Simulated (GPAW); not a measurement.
# PtS2 (P-3m1) in GPAW: settings compared

The runs below take PtS2 through band structure, G0W0 quasiparticle levels, with PBEsol, PBE.

Program: GPAW 26.7.0. These are calculated values, not measurements. Logs are shortened: lines on timing, memory, paths and dates and some standing lists are left out, and cuts for length are marked. The log counts tension as positive stress, the text compression.

### 1 The structure

The structure is trigonal, space group P-3m1 (No. 164). The conventional cell has a = 3.543 Å, b = 3.543 Å, c = 5.039 Å, α = 90.00°, β = 90.00°, γ = 120.00°. Around Pt (site symmetry -3m) lie 6 S at 2.34 Å. Around S (site symmetry 3m) lie 3 Pt at 2.34 Å.

### 2 Band structure, PBEsol

Contents of run.py:

```python
from ase import Atoms
from ase.dft.bandgap import bandgap
from ase.io import write
from ase.units import GPa
from gpaw import GPAW, PW, setup_paths

setup_paths.insert(0, '.')

atoms = Atoms(['Pt', 'S', 'S'],
              cell=[[3.5432, 0.0, 0.0],
                    [-1.7716, 3.0685012107, 0.0],
                    [0.0, 0.0, 5.0388]],
              scaled_positions=[[0.0, 0.0, 0.0],
                                [0.6666666667, 0.3333333333, 0.773],
                                [0.3333333333, 0.6666666667, 0.227]],
              pbc=True)

calc = GPAW(mode=PW(600),
            xc='PBEsol',
            kpts={'size': (9, 9, 5), 'gamma': True},
            occupations={'name': 'fermi-dirac', 'width': 0.05},
            nbands=26,
            convergence={'density': 1e-05, 'energy': 1e-05},
            maxiter=150,
            txt='gpaw.txt')
atoms.calc = calc
energy = atoms.get_potential_energy()
forces = atoms.get_forces()
stress = atoms.get_stress()
calc.write('gs.gpw')
write('result.traj', atoms)
print(f'Energy: {energy:.6f} eV')
print('Forces (eV/A):')
print(forces.round(4))
print('Stress (GPa):', (stress / GPa).round(3))
print('Fermi level:', round(calc.get_fermi_level(), 4), 'eV')
print(f'Gap: {bandgap(calc)[0]:.4f} eV, direct: {bandgap(calc, direct=True)[0]:.4f} eV')

path = atoms.cell.bandpath('GMKGALHA,LM,KH', npoints=60, eps=1e-4)
bs_calc = calc.fixed_density(kpts=path, symmetry='off', nbands=40,
                             convergence={'bands': 'CBM+6.0', 'eigenstates': 1e-6}, txt='bands.txt')
bs = bs_calc.band_structure()
bs.write('bs.json')
print(f'Gap on the path: {bandgap(bs_calc)[0]:.4f} eV')
```

Potentials or basis: PAW data sets generated in the run's folder for this functional, pw.

The run is started by

```
> gpaw-setup -f PBEsol Pt S
> OMP_NUM_THREADS=1 python run.py
```

gpaw.txt:

```text
__  _  _
 | _ |_)|_||  |
 |__||  | ||/\| - 26.7.0

Input parameters:
  mode=PW(ecut=600.0),
  convergence={'density': 1e-05, 'energy': 1e-05},
  kpts=MonkhorstPack(size=(9, 9, 5), gamma=True),
  maxiter=150,
  nbands=26,
  occupations=Occupations(name='fermi-dirac', width=0.05),
  xc=XC(name='PBEsol')

Diagonalizing LCAO Hamiltonian
Converting LCAO to pw mode

            S

         S

       Pt

Atoms  # Å, Bohr magnetons
|   | symbol |         x |        y |        z |    initial magnetic moments |
|---|--------|-----------|----------|----------|-----------------------------|
| 0 |     Pt |  0.000000 | 0.000000 | 0.000000 | ( 0.0000,  0.0000,  0.0000) |
| 1 |      S |  1.771600 | 1.022834 | 3.894992 | ( 0.0000,  0.0000,  0.0000) |
| 2 |      S | -0.000000 | 2.045667 | 1.143808 | ( 0.0000,  0.0000,  0.0000) |

Unit cell  # Å
| periodic |         x |        y |        z |  lengths |     angles |
|----------|-----------|----------|----------|----------|------------|
|      yes |  3.543200 | 0.000000 | 0.000000 | 3.543200 |  90.000000 |
|      yes | -1.771600 | 3.068501 | 0.000000 | 3.543200 |  90.000000 |
|      yes |  0.000000 | 0.000000 | 5.038800 | 5.038800 | 120.000000 |

Number of symmetries: 12
Symmetry operations  # r_c * U_cc + t_c -> r_c
|    | kind |            matrix            |
|----|------|------------------------------|
|  0 |  σ   |  1, 1, 0,  0,-1, 0,  0, 0, 1 |
|  1 |  S6  |  1, 1, 0, -1, 0, 0,  0, 0,-1 |
|  2 |  E   |  1, 0, 0,  0, 1, 0,  0, 0, 1 |
|  3 |  C2  |  1, 0, 0, -1,-1, 0,  0, 0,-1 |
|  4 |  C2  |  0, 1, 0,  1, 0, 0,  0, 0,-1 |
|  5 |  C3  |  0, 1, 0, -1,-1, 0,  0, 0, 1 |
|  6 |  S6  |  0,-1, 0,  1, 1, 0,  0, 0,-1 |
|  7 |  σ   |  0,-1, 0, -1, 0, 0,  0, 0, 1 |
|  8 |  σ   | -1, 0, 0,  1, 1, 0,  0, 0, 1 |
|  9 |  i   | -1, 0, 0,  0,-1, 0,  0, 0,-1 |
| 10 |  C3  | -1,-1, 0,  1, 0, 0,  0, 0, 1 |
| 11 |  C2  | -1,-1, 0,  0, 1, 0,  0, 0,-1 |

BZ-sampling:
  Number of BZ points: 405
  Number of IBZ points: 50

  Monkhorst-Pack size: [9, 9, 5]
  Monkhorst-Pack shift: [0, 0, 0]

K-points  # in reciprocal-cell coordinates
|     |                                coordinates |     weight |
|-----|--------------------------------------------|------------|
|   0 | (  0.00000000,   0.00000000,   0.00000000) | 0.00246914 |
|   1 | (  0.00000000,   0.00000000,   0.20000000) | 0.00493827 |
|   2 | (  0.00000000,   0.00000000,   0.40000000) | 0.00493827 |
|   3 | (  0.11111111,   0.00000000,  -0.40000000) | 0.01481481 |
|   4 | (  0.11111111,   0.00000000,  -0.20000000) | 0.01481481 |
|   5 | (  0.11111111,   0.00000000,   0.00000000) | 0.01481481 |
|   6 | (  0.11111111,   0.00000000,   0.20000000) | 0.01481481 |
|   7 | (  0.11111111,   0.00000000,   0.40000000) | 0.01481481 |
|   8 | (  0.22222222,  -0.11111111,   0.00000000) | 0.01481481 |
|   9 | (  0.22222222,  -0.11111111,   0.20000000) | 0.02962963 |
| ... |                                            |            |
|  49 | (  0.44444444,   0.44444444,   0.40000000) | 0.02962963 |

Plane wave coefficients: 1863
Cutoff: 600.0 eV

Spin-components: 1 (collinear spins)
Bands:           26
Projectors:      16
Spin-degeneracy: 2
Datatype:        complex128

Parallelization:
  kpt:    1
  domain: 1
  band:   1

Density:
  Valence electrons: 28.0
  Components: 1
  Grid points: [21 21 30]
  Charge: 0.0  # |e|

Potential:
  Grid points: [21 21 30]

species:
  Pt:
    name:    Platinum
    Z:       78.0
    valence: 16
    core:    62
    charge:  0.0  # [|e|]
    compensation charges:
      type: gauss
      rc: 0.41  # [Å]
      lmax: 2
    cutoffs:
      filter: 2.26  # [Å]
      core: 2.26  # [Å]
    projectors
    | kind |    occ | energy [eV] | rcut [Å] |
    |------|--------|-------------|----------|
    |   6s |  1.000 |      -5.666 |    1.307 |
    |   5p |  6.000 |     -56.073 |    1.371 |
    |   6p |  0.000 |      -0.783 |    1.371 |
    |   5d |  9.000 |      -6.179 |    1.307 |
    |    s |        |      21.545 |    1.307 |
    |    d |        |      21.032 |    1.307 |

    Using partial waves for Pt as LCAO basis

  S:
    name:    Sulfur
    Z:       16.0
    valence: 6
    core:    10
    charge:  0.0  # [|e|]
    compensation charges:
      type: gauss
      rc: 0.24  # [Å]
      lmax: 2
    cutoffs:
      filter: 1.77  # [Å]
      core: 1.66  # [Å]
    projectors
    | kind |    occ | energy [eV] | rcut [Å] |
    |------|--------|-------------|----------|
    |   3s |  2.000 |     -17.192 |    0.974 |
    |   3p |  4.000 |      -6.978 |    0.979 |
    |    s |        |      10.020 |    0.974 |
    |    p |        |      20.234 |    0.979 |
    |    d |        |       0.000 |    0.900 |

    Using partial waves for S as LCAO basis

Reference energy: -521915.989661  # eV

eigensolver:
  PPCG
  Converge bands: occupied
  niter=2

density mixing:
  MSR1-Mixer
  Pratt-step length: 0.05
  Maximum mixing coefficient: 0.75
  Old densities: 10
  SVD Regularization: 0.005
  Good broyden scale: 1.0
  Trust region scale: 1.0
  Backstep threshold: 4.0
  History deletion threshold: 6.0
  Fourier metric: weight=20.0, sigma=0.015

occupation numbers:
  Fermi-Dirac:
    width: 0.0500  # eV

poisson solver:
  ecut: 4800.0  # eV

xc functional:
  name: PBEsol with 2 nearest neighbor stencil

convergence criteria:
- Maximum integral of absolute [dens]ity change: 1e-05 electrons / valence electron
- Maximum [total energy] change in last 3 cyles: 1e-05 eV / valence electron
- Maximum integral of absolute [eigenst]ate change: 4e-08 eV^2 / valence electron
maximum number of iterations: 150

SCF iterations
|iter     | |      energy | eigst |  dens |
|---------|-|-------------|-------|-------|
|iter:   1| |  -18.733334 | +0.37 |       |
|iter:   2| |  -18.198957 | -1.66 | -1.06 |
|iter:   3| |  -17.227056 | -1.56 | -1.13 |
|iter:   4| |  -17.193644 | -3.23 | -1.61 |
|iter:   5| |  -17.174519 | -3.37 | -1.84 |
|iter:   6| |  -17.174368 | -4.75 | -2.78 |
|iter:   7| |  -17.174420c| -5.12 | -3.24 |
|iter:   8| |  -17.174425c| -6.57 | -4.03 |
|iter:   9| |  -17.174426c| -7.53c| -4.50 |
|iter:  10| |  -17.174426c| -8.09c| -4.87 |
|iter:  11| |  -17.174426c| -8.89c| -5.68c|

Converged in 11 steps
Energy contributions relative to reference atoms: (reference = -521915.989661)

Energy contributions:
  Kinetic:           7.656907
  Coulomb:          -8.934310
  Zero:             -0.355508
  External:          0.000000
  Xc:              -15.541510
  Entropy:          -0.000010
  Spinorbit:         0.000000
  ----------------------------
  Free energy:     -17.174430
  Extrapolated:    -17.174426

dipole moment: (-6.157239, -10.664651, -17.512472)  # |e|*Ang

Fermi level: 7.757
Eigenvalues  # (at kpt = [0.000, 0.000, 0.000])
| band index |      eig [eV] | occ [0-2] |
|------------|---------------|-----------|
|          0 |       -46.620 |     2.000 |
|        ... |               |           |
|          6 |         0.244 |     2.000 |
|          7 |         0.355 |     2.000 |
|          8 |         3.277 |     2.000 |
|          9 |         3.277 |     2.000 |
|         10 |         5.492 |     2.000 |
|         11 |         6.180 |     2.000 |
[... 8 lines left out ...]
|         20 |        19.151 |     0.000 |
|         21 |        19.794 |     0.000 |
|        ... |               |           |
|         25 |        20.949 |     0.000 |

Gap: 0.926 eV
Transition (v -> c):
  (s=0, k=12, n=13, [0.22, 0.00, -0.20]) -> (s=0, k=22, n=14, [0.33, 0.00, -0.20])
Direct/indirect transitions are different
Direct gap: 0.969 eV
Transition at: (s=0, k=12, n=13, [0.22, 0.00, -0.20])

Forces  # eV/Ang
|        x |        y |        z |
|----------|----------|----------|
|  0.00000 | -0.00000 |  0.00000 |  # Pt   0
| -0.00000 |  0.00000 | -0.96903 |  # S    1
|  0.00000 |  0.00000 |  0.96903 |  # S    2

Stress tensor  # eV/Ang^3
|         x |         y |         z |
|-----------|-----------|-----------|
| -0.041329 |  0.000000 |  0.000000 |
|  0.000000 | -0.041329 |  0.000000 |
|  0.000000 |  0.000000 | -0.036673 |

# Writing to gs.gpw (mode='')
```

Run time: 3.2 min. Hardware: 1 thread of Intel Xeon at 2.50GHz (Skylake/Cascade Lake), shared host; peak memory 0.32 GiB.

Results:

- Free energy: -17.1744 eV
- Pressure: 6.4 GPa
- Largest force: 0.969 eV/Å
- Band gap on the k mesh: 0.93 eV, indirect (least direct gap 0.97 eV)
- Band gap along the path: 0.93 eV, indirect (least direct gap 1.48 eV)

Forces on the atoms (eV/Å):
```
Pt   0.000  0.000  0.000
S    0.000  0.000 -0.969
S    0.000  0.000  0.969
```

Stress tensor (GPa, compression positive):
```
6.62 0.00 0.00
0.00 6.62 0.00
0.00 0.00 5.88
```

Levels at the corners of the path, in eV from the valence-band top:
```
point  band 12  band 13  band 14  band 15  band 16  band 17
    Γ    -1.11    -1.11    -0.11     2.44     2.44     4.65
    M    -3.26    -3.01    -2.35     1.73     2.82     5.44
    K    -2.69    -1.50    -1.50     0.98     0.98     5.62
    Γ    -1.11    -1.11    -0.11     2.44     2.44     4.65
    A    -1.30    -1.30    -0.89     2.91     2.91     5.33
    L    -3.10    -2.74    -1.35     2.06     2.31     5.32
    H    -3.58    -1.90    -1.90     2.20     2.20     7.25
    A    -1.30    -1.30    -0.89     2.91     2.91     5.33
    L    -3.10    -2.74    -1.35     2.06     2.31     5.32
    M    -3.26    -3.01    -2.35     1.73     2.82     5.44
    K    -2.69    -1.50    -1.50     0.98     0.98     5.62
    H    -3.58    -1.90    -1.90     2.20     2.20     7.25
```

Caveat: spin-orbit coupling is left out, which moves the levels of the heavy elements.

(Continued in part 2 of 2.)
